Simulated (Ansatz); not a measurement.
From the elastic tensor of Ta to moduli and sound speeds

The calculation used Ansatz, DFT PBE, scalar-relativistic, plane waves, PAW. Cutoff 420 eV, 20×20×20 k-points (Γ-centred), Fermi-Dirac smearing of 0.15 eV. No spin polarisation.

Symmetry: Im-3m, No. 229, cubic system. Conventional cell: a = 3.322 Å, b = 3.322 Å, c = 3.322 Å, α = 90.00°, β = 90.00°, γ = 90.00°. Ta (site symmetry m-3m) has 8 Ta at 2.88 Å as nearest neighbours.

In a metal, frequencies and elastic constants depend on the k mesh and the smearing, soft modes and shear constants most. Spin–orbit coupling is left out, which can shift energies with elements as heavy as these.

Relaxed-ion constants (GPa, on the Cartesian axes of the calculation):
```
263.2 158.7 158.7   0.0   0.0   0.0
158.7 263.2 158.7   0.0   0.0   0.0
158.7 158.7 263.2   0.0   0.0   0.0
  0.0   0.0   0.0  71.8   0.0   0.0
  0.0   0.0   0.0   0.0  71.8   0.0
  0.0   0.0   0.0   0.0   0.0  71.8
```

Density 16.395 g/cm³; 1 atom in 18.33 Å³.

The values that follow are for a polycrystal of randomly turned grains, by Hill's mean where one number stands.

With S = C⁻¹: B_V = (C11+C22+C33+2(C12+C13+C23))/9, G_V = (C11+C22+C33−C12−C13−C23+3(C44+C55+C66))/15, 1/B_R = S11+S22+S33+2(S12+S13+S23), 15/G_R = 4(S11+S22+S33−S12−S13−S23)+3(S44+S55+S66); Hill is their mean. Then v_l = √((B+4G/3)/ρ), v_t = √(G/ρ), v_m = [(2/v_t³+1/v_l³)/3]^(−1/3) and Θ = (ħ/k_B)·v_m·(6π²n/V)^(1/3) for n atoms in the volume V; E = 9BG/(3B+G), ν = (3B−2G)/(2(3B+G)) and A^U = 5G_V/G_R + B_V/B_R − 6.

```json
{"Bulk modulus, Voigt / Reuss / Hill": "193.5 / 193.5 / 193.5 GPa", "Shear modulus, Voigt / Reuss / Hill": "64.0 / 62.4 / 63.2 GPa", "Young's modulus": "171 GPa", "Poisson ratio": "0.353", "Pugh ratio B/G": "3.06 (over 1.75, the rule of thumb for ductile)", "Universal anisotropy index": "0.12", "Longitudinal and transverse sound speeds": "4116 and 1963 m/s", "Debye temperature from the mean sound speed": "249 K"}
```

Cost: 1 run of about 1.2 core-minutes, on Arm Neoverse V2 (shared hosts).